A single sheet of MoTe₂, with each Mo atom inside a trigonal prism of six Te atoms, keeps one fixed geometry while the method of calculation changes. The band gap is the energy between the highest filled and the lowest empty level. The rows run from the cheapest method to the dearest, and the processor times are rough sizes only.

Single MoTe₂ sheet, periodic along a and b, in single-point runs at the fixed r2SCAN geometry, without spin polarization or spin–orbit coupling. The semi-empirical and tight-binding rows use a periodic 3×3×1 cluster of cells; plain PBE and r2SCAN use a k mesh of 12×12×1, and the coarse-settings, sz-orbitals and GLLB-SC rows use 6×6×1. The coarse-settings row also has a cutoff of only 260 eV, below the recommended value.

```tsv
name	kind	band gap (eV)	atoms computed	rough processor time, order of size (s)
PM7	semi-empirical	3.604	27	1
GFN1-xTB tblite	tight binding	0.786	27	1
GFN2-xTB tblite	tight binding	0.816	27	2
PM6	semi-empirical	3.610	27	2
PBE coarse-settings	low cutoff and mesh	1.039	3	4
PBE	semilocal	1.046	3	20
PBE sz-orbitals	small basis	1.057	3	20
r2SCAN	semilocal	1.121	3	40
GLLB-SC	model potential	1.482	3	90
```

**(a) The four cheapest rows go from a wide gap to two narrow ones and back to a wide one. What in the methods decides which it will be?**

**Solution.** The four rows treat the same 27-atom cluster and cost about the same, yet the mean gap of PM7 and PM6 is 4.5 times that of the two xTB methods. Neither the cluster size nor the cost can therefore be what separates them. The methods differ in their parameters and, more deeply, in how they treat the repulsion between electrons. PM7 and PM6 have the form of Hartree–Fock theory, with its exchange term, while the two xTB methods have no such term.

Exchange acts as if some charge were removed from the surroundings of an electron. For an electron in orbital $\psi$, with $\psi_j$ the filled orbitals of the same spin, the removed charge is

$$h(\mathbf r,\mathbf r')=\sum_j\frac{\psi_j(\mathbf r)\,\psi_j^*(\mathbf r')\,\psi(\mathbf r')}{\psi(\mathbf r)} .$$

Integrate over $\mathbf r'$. If $\psi$ is one of the filled orbitals, a single term of the sum survives and the result is 1. If $\psi$ is empty, it is orthogonal to every $\psi_j$ and the result is 0.

An electron in a filled level is thus spared the repulsion of one whole electron, while for an empty level the removed charge adds up to zero, so an electron placed there is spared much less. Filled levels sink relative to empty ones, and the gap opens. In a real crystal the other electrons would shift to screen an added charge, which shrinks this difference a good deal. Hartree–Fock orbital energies leave that response out. The fitted parameters of PM7 and PM6 soften the repulsion but keep its form, so a gap near 3.6 eV fits the usual overestimate of this class. The rows don't separate the exchange term from the fitted parameters, so its leading role here is expected from theory and not shown by the table.

In xTB the charge on an atom shifts its filled and empty levels in much the same way, so this opening doesn't occur. The gaps then fall near those of PBE, which also lacks the exchange term above. They are still about a quarter of an electronvolt below PBE. The cluster samples few k points, but missing a band edge would make the gap look too wide, not too narrow. One possible reason is that the xTB parameters were fitted to molecules, but no row tests this.

**(b) PM7 and PM6 agree on the gap almost exactly, and so do the three PBE rows. Does the agreement mean the same thing in both cases?**

**Solution.** It doesn't, and the reason is that a gap is a difference. Anything that moves both levels together drops out of it, whether that is a small numerical error or a large physical one.

PM7 and PM6 show the second case. From PM7 to PM6 the filled and the empty edge both rise by about 1.6 eV, and the gap stays where it was. The charge on Mo meanwhile changes from +0.44 to −0.70, so the two methods disagree even on which element gives up electrons. An engineer who set these band edges against the work function of a metal, to estimate the barrier at a contact, would find the estimate shifted by the same 1.6 eV.

Their energies are worse still. The two heats of formation differ by 80 eV for one MoTe₂ unit. PM7 places the sheet 48 eV above the elements, although roughly ten electronvolts would be enough to break such a unit into free atoms. PM6 errs the other way and places it tens of electronvolts below the elements, far more than its bonds could release. Two methods this far apart on bonding can't vouch for each other's gap, and the close match may be chance.

The three PBE rows show the harmless case. A lower cutoff with a coarser mesh, or a minimal basis with that same coarser mesh, leaves the gap within about 0.01 eV of the plain PBE value. Chemistry suggests why. The prism of Te atoms splits the 4d levels of Mo, and the two d electrons of Mo fill the lowest of the resulting bands. The levels on both sides of the gap are then mainly Mo 4d, so an error that shifts the whole shell drops out of the gap. An error in the splitting within the shell would not, and the close match of the minimal basis may be partly luck. Even a minimal basis contains the 4d orbitals and the Te 5p orbitals that mix with them. One close gap doesn't make such a basis safe, though: it can put empty bands, and with them the gap, far off in other crystals.

The mesh does no harm for a simpler reason. In the coarse PBE run both edges lie at K, a corner of the hexagonal Brillouin zone. Meshes of 6×6 and 12×12 points that include the zone centre both contain K, because 6 and 12 are divisible by three. A mesh that skipped this point would report too wide a gap, with an error that shrinks only as the mesh gets denser. A good gap doesn't vouch for forces or total energies, though: they respond to cutoff, mesh and basis in their own way and need their own test.

**(c) The gap rises from PBE to r2SCAN and again to GLLB-SC. Why does it rise, and how much does the choice matter for a transistor channel made of this sheet?**

**Solution.** The gap that governs current is the cost of taking an electron out of the sheet less the energy regained when one is added elsewhere in it. Density-functional theory writes this transport gap as

$$E_g=(\varepsilon_c-\varepsilon_v)+\Delta ,$$

where $\varepsilon_v$ and $\varepsilon_c$ are the highest filled and lowest empty orbital energies. The term $\Delta$, called the derivative discontinuity, is the jump in the potential when an electron is added across the gap. It plays the part that exchange played in (a), now with screening included.

PBE gives filled and empty orbitals the same potential and has no $\Delta$, so its gap comes out too small. In r2SCAN the potential also depends on the kinetic energy density and can act differently on different orbitals, which typically opens the gap a little. Here it adds 0.075 eV. GLLB-SC is built to estimate $\Delta$ and add it, which is the likely main reason why its gap lies a further 0.361 eV higher. The orbital energies can change as well, and the table doesn't list the two parts separately, so this step shouldn't be read as the size of $\Delta$. The GLLB-SC run also used a coarser mesh than r2SCAN, which should matter little if its band edges lie at K, as they do in the coarse PBE run.

The same reasoning places a method that the table doesn't contain. A hybrid functional mixes a fraction of the exchange from (a) into a semilocal functional such as PBE. It should therefore give a gap between the PBE value and that of full Hartree–Fock theory.

For a channel, the gap sets how many carriers heat alone creates, and these carry current even when the transistor is meant to be off. In an undoped sheet, electrons and holes are equal in number, and their density varies as $e^{-E_g/2kT}$, with $k$ the Boltzmann constant and $T$ the temperature. Take the density of states at the band edges to be the same in both methods. At 300 K, $2kT$ is about 0.052 eV, so going from the r2SCAN gap to the GLLB-SC gap lowers the density by a factor of

$$e^{0.361/0.052}\approx e^{7}\approx 10^{3} .$$

The step from PBE to r2SCAN changes it only about fourfold. A difference between methods that looks modest in electronvolts thus becomes a factor of a thousand in thermal carriers. The estimate covers this thermal part only; doping, defects and contacts add current of their own. The printed output below lists the differences and factors used here.

It is tempting to settle the choice by experiment. The measured optical gap of the sheet is roughly 1.1 eV, a recalled value, and r2SCAN gives 1.12 eV. But light creates an electron and a hole that stay bound to each other, so the optical gap is smaller than the transport gap by their binding energy, some tenths of an electronvolt in so thin a layer. Spin–orbit coupling, left out of every row, would also lower the calculated gap by roughly 0.1 eV, more than the whole step from PBE to r2SCAN.

The match therefore compares two different quantities. The thermal part of an off-current, worked out from the r2SCAN gap, would probably come out too high. GLLB-SC at least aims at the transport gap and moves in the right direction, though its value has no measured transport gap beside it here.

The analysis program printed:

```
Gap against plain PBE:
                  row  gap in eV  gap less PBE in eV  ratio to PBE
                  PM7      3.604               2.558         3.446
      GFN1-xTB tblite      0.786               -0.26        0.7514
      GFN2-xTB tblite      0.816               -0.23        0.7801
                  PM6       3.61               2.564         3.451
  PBE coarse-settings      1.039              -0.007        0.9933
                  PBE      1.046                   0             1
      PBE sz-orbitals      1.057               0.011         1.011
               r2SCAN      1.121               0.075         1.072
              GLLB-SC      1.482               0.436         1.417
PM6 gap less PM7 gap, eV: 0.006
GFN2 gap less GFN1 gap, eV: 0.03
Spread of the three PBE rows, eV: 0.018
r2SCAN gap less PBE gap, eV: 0.075
GLLB-SC gap less r2SCAN gap, eV: 0.361
GLLB-SC gap less PBE gap, eV: 0.436
Mean PM gap over mean GFN gap, same cluster size: 4.503
PM6 filled edge above PM7 filled edge, eV: 1.635
PM6 empty edge above PM7 empty edge, eV: 1.641
GFN2 filled edge below GFN1 filled edge, eV: 1.63
GFN2 empty edge below GFN1 empty edge, eV: 1.6
PM7 heat of formation above PM6 heat, eV a cell: 79.96
Carrier factor at 300 K, PBE gap against r2SCAN gap: 4.266
Carrier factor at 300 K, r2SCAN gap against GLLB-SC gap: 1077
```
